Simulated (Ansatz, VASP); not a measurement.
BAs: VASP beside Ansatz

File POSCAR:

```
BAs
1.0
    0.0000000000      2.3885000000      2.3885000000
    2.3885000000      0.0000000000      2.3885000000
    2.3885000000      2.3885000000      0.0000000000
B As
1 1
Direct
    0.0000000000      0.0000000000      0.0000000000
    0.7500000000      0.7500000000      0.7500000000
```

File INCAR.step1:

```
SYSTEM = BAs
PREC = Accurate
ENCUT = 600
ISMEAR = -1
SIGMA = 0.1
LREAL = .FALSE.
LASPH = .TRUE.
NELM = 80
GGA = PE
ALGO = Normal
EDIFF = 1E-4
LWAVE = .TRUE.
LCHARG = .FALSE.
```

File INCAR.step2:

```
SYSTEM = BAs
PREC = Accurate
ENCUT = 600
EDIFF = 1E-6
ISMEAR = -1
SIGMA = 0.1
LREAL = .FALSE.
LASPH = .TRUE.
NELM = 80
ALGO = Normal
ISIF = 3
LWAVE = .FALSE.
LCHARG = .FALSE.
METAGGA = R2SCAN
LMIXTAU = .TRUE.
IBRION = 2
NSW = 100
EDIFFG = -0.002
ISTART = 1
```

KPOINTS

```
regular mesh
0
G
  12 12 12
  0 0 0
```

Input for Ansatz:

```yaml
crystal:
  lattice:
    - [0.0, 2.3885, 2.3885]
    - [2.3885, 0.0, 2.3885]
    - [2.3885, 2.3885, 0.0]
  atoms:
    - { symbol: B, position: [0.0, 0.0, 0.0] }
    - { symbol: As, position: [0.75, 0.75, 0.75] }
kpoints:
  mp_grid: { grid: [12, 12, 12] }
scf:
  occupations: { method: fermi_dirac, width: 0.1 }
hamiltonian:
  xc: r2scan
  pseudopotentials: { kind: paw }
relax:
  f_tol: 0.002
  max_steps: 80
  cell: {}
output:
  forces: true
  stress: true
  write_density: true
  write_potential: true
  elf: true
  volumetric_format: npy
```

Alike in both runs: task relaxation of cell and atoms; functional r2SCAN; k mesh 12 × 12 × 12; occupations fermi-dirac, width 0.1 eV; no spin polarisation.

|  | VASP | Ansatz |
| --- | --- | --- |
| version | VASP 6.6.1 | Ansatz 0.2.0 |
| potentials or method | VASP PAW PBE potentials, release 64 (B, As) | PAW with Ansatz's default frozen-core files, scalar-relativistic |
| plane-wave cutoff (eV) | 600 | 500 |
| valence electrons in the cell | 8 | 18 |

VASP gave:

| Item | Value |
| --- | --- |
| relaxed volume (Å³/atom) | 13.71 |
| relaxed cell length with the largest relative difference (Å) | 3.384 |

What did Ansatz give for the same quantities?

Relaxed volume (Å³/atom): 13.68; relaxed cell length with the largest relative difference (Å): 3.383.

The two sets of potentials don't hold the same shells in valence.

Caveats: the PAW data sets were made with another functional, which shifts forces and pressure a little (VASP). Zero-point motion and thermal expansion aren't in these numbers. A k mesh can miss the band edges.
